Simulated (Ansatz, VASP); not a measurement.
# Cross-check of GaP between VASP and Ansatz, part 2 of 2

One calculation is typed for both programs; each brings its own data sets and cutoff. How far apart do they land?

VASP 6.6.1 and Ansatz 0.2.0.

So far. Step 4 (Differences): The walks stopped with 0.00 GPa left in Ansatz and 0.01 GPa in VASP; each walk ends within a tolerance, so the volume difference is uncertain by about these residues over the bulk modulus, most in soft cells.

## (5) VASP: zone-centre phonons, PBE

Level of this step: PBE; plane waves and PAW (Ga_d, P) (VASP).

Second derivatives magnify differences that forces hide, and they need a tight electronic threshold.

File INCAR:

```
SYSTEM = GaP
PREC = Accurate
ENCUT = 400
EDIFF = 1E-08
NELM = 100
ISMEAR = 0
SIGMA = 0.01
LREAL = .FALSE.
ALGO = Normal
GGA = PE
NBANDS = 15
LWAVE = .FALSE.
LCHARG = .FALSE.
KPAR = 2
LEPSILON = .TRUE.
IBRION = 8
NSW = 1
```

File POSCAR:

```
GaP
1.0
    0.0000000000      2.7505518550      2.7505518550
    2.7505518550      0.0000000000      2.7505518550
    2.7505518550      2.7505518550      0.0000000000
Ga P
1 1
Direct
    0.0000000000      0.0000000000      0.0000000000
    0.7500000000      0.7500000000      0.7500000000
```

File KPOINTS:

```
Automatic mesh
0
Gamma
11 11 11
0 0 0
```

Potentials, in the order of the species: Ga_d and P (PBE family, release 64).

Started as:

```bash
$ mpirun -np 2 vasp_std
```

Numbers of over 12 decimals in the logs are rounded to 6 here.

Output:

```text
[... set-up lines as in an earlier step ...]
 entering main loop
       N       E                     dE             d eps       ncg     rms          rms(c)
DAV:   1     0.703582081613E+02    0.70358E+02   -0.80908E+03  1744   0.149E+03
DAV:   2    -0.404702784958E+01   -0.74405E+02   -0.71308E+02  1855   0.279E+02
DAV:   3    -0.930317216718E+01   -0.52561E+01   -0.52350E+01  2198   0.622E+01
DAV:   4    -0.938537351233E+01   -0.82201E-01   -0.82183E-01  1976   0.846E+00
[...]
DAV:  13    -0.912414407731E+01   -0.33152E-06   -0.94035E-07  2072   0.836E-03    0.185E-03
DAV:  14    -0.912414409823E+01   -0.20917E-07   -0.37471E-08  2156   0.152E-03    0.149E-03
DAV:  15    -0.912414409995E+01   -0.17149E-08   -0.26068E-09  1491   0.393E-04
   1 F= -.91241441E+01 E0= -.91241441E+01  d E =-.966937E-15
 Linear response reoptimize wavefunctions to high precision
DAV:   1    -0.912414409347E+01    0.64756E-08   -0.19168E-09  1755   0.376E-04
DAV:   2    -0.912414409352E+01   -0.50932E-10   -0.23540E-10  1057   0.116E-04
 Linear response G [H, r] |phi>, progress :
  Direction:   1
[...]
RMM:  15    -0.162789581144E+00    0.17680E-08   -0.79989E-08 12181   0.192E-05    0.322E-07
 first order change of Fermi-energy   0.50460E-05
 force on displaced ion       1 direction 1 :  -9.411   0.000   0.000
 Born effective charge ion    1 direction 1 :   2.203   0.000   0.000
 Linear response progress:
  Degree of freedom:   2/  2
       N       E                     dE             d eps       ncg     rms          rms(c)
RMM:   1    -0.508768073788E-01   -0.50877E-01    0.75676E-03 14658   0.173E+00
RMM:   2    -0.473027183744E-01    0.35741E-02   -0.55928E-03 11799   0.487E-01    0.116E-01
RMM:   3    -0.473927502973E-01   -0.90032E-04   -0.44232E-04 13094   0.155E-01    0.576E-02
RMM:   4    -0.477262569958E-01   -0.33351E-03   -0.93923E-05 12659   0.596E-02    0.116E-02
[...]
RMM:  10    -0.477356509241E-01   -0.11170E-06   -0.97517E-09 13230   0.109E-04    0.560E-06
RMM:  11    -0.477356762201E-01   -0.25296E-07    0.29077E-09 13275   0.441E-05    0.678E-06
RMM:  12    -0.477356755298E-01    0.69031E-09   -0.54455E-10 13254   0.206E-05    0.439E-07
 first order change of Fermi-energy   0.98048E-04
 force on displaced ion       2 direction 1 :  -9.408  -0.000  -0.000
 Born effective charge ion    2 direction 1 :  -2.224   0.000   0.000
 Born effective charges drift removed
 Linear response finished
```

From OUTCAR (step 5):

```text
  Total        0.0032363      0.0032363      0.0032363      0.0000000      0.0000000     -0.0000000
  in kB        0.1245858      0.1245858      0.1245858      0.0000000      0.0000000     -0.0000000
  external PRESSURE =       0.1245858 kB  Pullay stress =       0.0000000 kB

 POSITION                                       TOTAL-FORCE (eV/Angst)
 -----------------------------------------------------------------------------------
      0.00000      0.00000      0.00000        -0.000000      0.000000      0.000000
      4.12583      4.12583      4.12583         0.000000     -0.000000     -0.000000
 -----------------------------------------------------------------------------------
    total drift:                               -0.000003     -0.000003     -0.000003

 MACROSCOPIC STATIC DIELECTRIC TENSOR (including local field effects in DFT)
 ------------------------------------------------------
          10.792702    -0.000000     0.000000
           0.000000    10.792702    -0.000000
          -0.000000     0.000000    10.792702
 ------------------------------------------------------

 MACROSCOPIC STATIC DIELECTRIC TENSOR IONIC CONTRIBUTION
 ------------------------------------------------------
           2.269316     0.000000     0.000000
           0.000000     2.269316     0.000000
           0.000000     0.000000     2.269316
 ------------------------------------------------------

[... 2 further parts left out ...]
```

Energies printed during the response cycles are not total energies of the cell. The dielectric response converges more slowly with the mesh than energies do, so tensor and charges may still move on a finer one.

## (6) Ansatz: zone-centre phonons, PBE

The same cell, functional and mesh now go to Ansatz, which takes its cutoff from its data sets.

File input.yaml:

```yaml
crystal:
  lattice:
    - [0.0, 2.750551855, 2.750551855]
    - [2.750551855, 0.0, 2.750551855]
    - [2.750551855, 2.750551855, 0.0]
  atoms:
    - { symbol: Ga, position: [0.0, 0.0, 0.0] }
    - { symbol: P, position: [0.75, 0.75, 0.75] }
hamiltonian:
  xc: pbe
  pseudopotentials: { kind: paw }
kpoints:
  mp_grid: { grid: [11, 11, 11] }
scf:
  occupations: { method: fixed }
phonons:
  method: dfpt
  qpoints: [[0, 0, 0]]
  dielectric: true
  rigid_motions: translations
```

Started as:

```bash
$ ansatz run input.yaml --threads 4 --pin off --max-ram 9216MiB --backend cpu --events-out ev --progress --plain --runs-dir out
```

Output:

```text
[...]
Crystal: 2 atoms, lattice volume = 41.619 Å³
Basis set: ecut = 420 eV, 869 PW (Γ), exchange–correlation on 54×54×54 points (8 copies of the dense FFT grid, shifted against one another)
Bands: 13, of which v1, the nominal top of the filled ones, is band 9 counted from 1 (8 counted from 0)
Symmetry: 24 space group operations
k-points: 216 of 1331 (irreducible under 4 space group operations, time reversal used)
[...]
380.15      1             5.1720
  optical modes at Γ + LO–TO along q̂ = [0.0000, 0.0000, 1.0000]:
      ω (cm⁻¹)  modes    IR ((D/Å)²/amu)
        345.71      2            10.3439
        380.15      1             5.1720
--- Phonons (arbitrary-q DFPT): 1 explicit q-point ---
  q = [0, 0, 0] (of the zone-centre solve; hermiticity 1.03e-6, symmetrization 6.52e-14): 0.00 0.00 0.00 345.71 345.71 345.71
  sum rule: each row above includes the acoustic sum rule's correction from the zone centre's row sums; it moved no ω² by more than (0.91 cm⁻¹)²
[key lines of the parts left out:]
SCF converged after 8 iterations
Free energy (F): -4539.559591 eV
Fermi energy:    6.738829 eV
```

It took 53 s on 4 threads of Arm Neoverse N1, shared host; peak memory 0.75 GiB; 3.3 min of CPU time.

## (7) Comparison

Compared:

| quantity | Ansatz | VASP | difference |
| --- | --- | --- | --- |
| ε∞ xx | 10.60 | 10.79 | -1.76 % |
| ε∞ yy | 10.60 | 10.79 | -1.76 % |
| ε∞ zz | 10.60 | 10.79 | -1.76 % |
| Born charge of Ga1 (mean of the diagonal) (e) | 2.19 | 2.22 | -0.02 |
| Born charge of P2 (mean of the diagonal) (e) | -2.19 | -2.22 | +0.02 |
| optical mode 1 to 3 (cm⁻¹) | 345.7 | 345.4 | +0.09 % |

Modes are paired by rising frequency and degeneracy, not by their patterns, so a pair may still set unlike modes beside each other.

## (8) Results

```
difference in volume (relaxation of cell and atoms, PBE)                                                          : 0.27 %
r.m.s. difference of the optical zone-centre modes, each program's sorted by frequency (zone-centre phonons, PBE) : 0.31 cm⁻¹
difference in ε∞ xx (zone-centre phonons, PBE)                                                                    : -1.8 %
```

In words: The difference in volume is 0.27 % (relaxation of cell and atoms, PBE), within the 1.2 % picked in this series as the mark of a large difference, as far as the stopping tolerances let one tell. Among the rows given in per cent, the largest difference of the zone-centre phonons, PBE pair is in ε∞ xx, -1.8 %; the dielectric tensor converges slowly with the mesh, which Ansatz refines and VASP takes as typed. Such differences can come from data sets, numerical settings and the points named under the comparisons, not from the functional's error against experiment.

[Lines on the potential files, build, host, timing and source positions are cut from VASP's logs without a mark.]

[Logs are printed without paths, hosts, clocks, repeated set-up lines and the standing remarks that a program may print on its own settings, such as how far it seeks lower states.]

[Hosts, paths, dates, database ids (printed as entryN), source tags and the programs' standing remarks are cut or masked in the printed files.]
